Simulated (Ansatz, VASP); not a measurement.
# Two plane-wave programs on Mo

File INCAR:

```
  PREC = Accurate
  ENCUT = 520
  EDIFF = 1E-6
  ISMEAR = 0
  SIGMA = 0.15
  LREAL = F
  LASPH = T
  NELM = 100
  ALGO = Normal
  ISIF = 2
  LWAVE = F
  LCHARG = F
  GGA = PS
  NBANDS = 13
```

The input KPOINTS:

```
Automatic mesh
0
Gamma
  18 18 18
```

Contents of POSCAR:

```
Mo
1.0
    2.6944777412      0.0000000000      0.0000000000
   -1.3472388706      2.3334861739      0.0000000000
    0.0000000000      0.0000000000      2.5168529895
Mo
1
Direct
    0.0000000000      0.0000000000      0.5000000000
```

Input for Ansatz:

```yaml
crystal:
  lattice:
    - [2.6944777412, 0.0, 0.0]
    - [-1.3472388706, 2.3334861739, 0.0]
    - [0.0, 0.0, 2.5168529895]
  atoms:
    - { symbol: Mo, position: [0.0, 0.0, 0.5] }
basis:
  ecutwfc: 420
kpoints:
  mp_grid: { grid: [18, 18, 18] }
hamiltonian:
  xc: pbesol
scf:
  occupations: { method: gaussian, width: 0.15 }
output:
  forces: true
  stress: true
  eigenvalues: true
```

Change from the starting cell: strain -0.015 along x and y, -0.015 along z, atoms carried along.

Alike in both runs: task single point; functional PBEsol; k mesh 18 × 18 × 18; occupations gaussian, width 0.15 eV; no spin polarisation.

|  | VASP | Ansatz |
| --- | --- | --- |
| version | VASP 6.6.1 | Ansatz 0.2.0 |
| potentials or method | VASP PAW PBE potentials, release 64 (Mo_sv) | scalar-relativistic, plane waves, PAW |
| plane-wave cutoff (eV) | 520 | 420 |
| valence electrons in the cell | 14 | 14 |

Ansatz gave:

```
gap on the k mesh at the Fermi level (eV)       : none
pressure (GPa)                                  : 6.8
largest component of the traceless stress (GPa) : 5.46
```

Task: What did VASP give for the same quantities?

Result: gap on the k mesh at the Fermi level (eV): none; pressure (GPa): 7.4; largest component of the traceless stress (GPa): 5.31.

A gap of «none» marks a metal or a gap that the smearing closes.

Caveats: the PAW data sets were made with another functional, which shifts forces and pressure a little (VASP).
